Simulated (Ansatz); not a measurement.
A 12-atom cell of HfSiO₄ built on polar orthorhombic HfO2, 12 atoms and 108 valence electrons in a cell of about 124 Å³, was run 8 times in Ansatz, each time on 1 × NVIDIA H100 80GB HBM3 with 2 threads of AMD EPYC 7R13 Processor (Zen 3), with other jobs on the host. The times are single readings and vary with the host's load.

| run | k mesh | irreducible k | cutoff (eV) | plane waves | bands | SCF iterations | wall time | peak host memory (GiB) |
| --- | --- | --- | --- | --- | --- | --- | --- | --- |
| relaxation, PBE | 6×6×6 | 80 | 420 | 2507 | 66 | 203 | ? | ? |
| relaxation, r2SCAN | 6×4×4 | 42 | 500 | 3161 | 66 | 63 | 29 s | 1.2 |
| bands, PBE | 6×6×6 | 80 | 420 | 2449 | 61 | 8 | 16 s | 1.2 |
| single point, r2SCAN | 6×6×6 | 80 | 500 | 3161 | 61 | 8 | 6.9 s | 1.6 |
| single point, HSE06 | 4×4×4 | 30 | 420 | 2449 | 61 | 18 | 87 s | 3.6 |
| single point, PBE+SOC | 6×6×6 | 80 | 420 | 2449 | 122 | 13 | ? | ? |
| field response, r2SCAN | 4×4×4 | 36 | 500 | 3161 | 66 | 16 | ? | ? |
| single point, PBE0 | 4×4×4 | 30 | 420 | 2449 | 61 | 17 | ? | ? |

(1) Estimate the missing times and memories.

Results:

(1)

| run | wall time | peak host memory (GiB) |
| --- | --- | --- |
| relaxation, PBE | 62 s | 1.3 |
| single point, PBE0 | 2.4 min | 3.6 |
| single point, PBE+SOC | 26 s | 2 |
| field response, r2SCAN | 2.2 min | 3.3 |

Only the levels marked +SOC include spin-orbit coupling.
